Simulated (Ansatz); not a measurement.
We consider fluorite SrF₂, described by r²SCAN+rVV10 in Ansatz (plane waves, PAW).

Run with plane-wave cutoff 560 eV, 10×10×10 k mesh, Fermi–Dirac smearing 0.01 eV, scalar-relativistic PAW data made under PBE.

Pressure at four volumes; x = ln(V/15.961 Å³). One pressure is withheld.

```tsv
V (Å³/atom)	x	P (GPa)
15.003	-0.0619	?
15.322	-0.0409	3.47
15.961	0.0000	0.00
16.918	0.0582	-3.94
```

**Question.** Pass a parabola P(x) through the three rows shown, estimate the bulk modulus and its pressure derivative near zero pressure, and predict the withheld pressure.

**Answer.** Slopes between the rows: (0.00 − (3.47))/(0.0000 − (-0.0409)) = -84.84 and (-3.94 − (0.00))/(0.0582 − (0.0000)) = -67.70 GPa. Their difference over the span 0.0991 is c = 17.14/0.0991 = 173.0 GPa, so P(x) = 3.47 + (-84.84)(x − (-0.0409)) + 173.0 (x − (-0.0409))(x − (0.0000)). At the middle row B = −dP/dx = −[-84.84 + 173.0 × 0.0409] = 77.8 GPa, and B′ = dB/dP = 2c/B = 4.4. At x = -0.0619 the parabola gives 5.48 GPa; the run gives 5.53 GPa. The Birch–Murnaghan fit to the energies at all volumes has B0 = 77.4 GPa and B′ = 4.7.

Measured, for comparison: bulk modulus 69 GPa (temperature not stated, no zero-point or thermal correction; as tabulated in On the Morphology of Group II Metal Fluoride Nanocrystals at Finite Temperature …). Computed (rounded) less measured: bulk modulus +12 %.

Ansatz is an electronic-structure program.
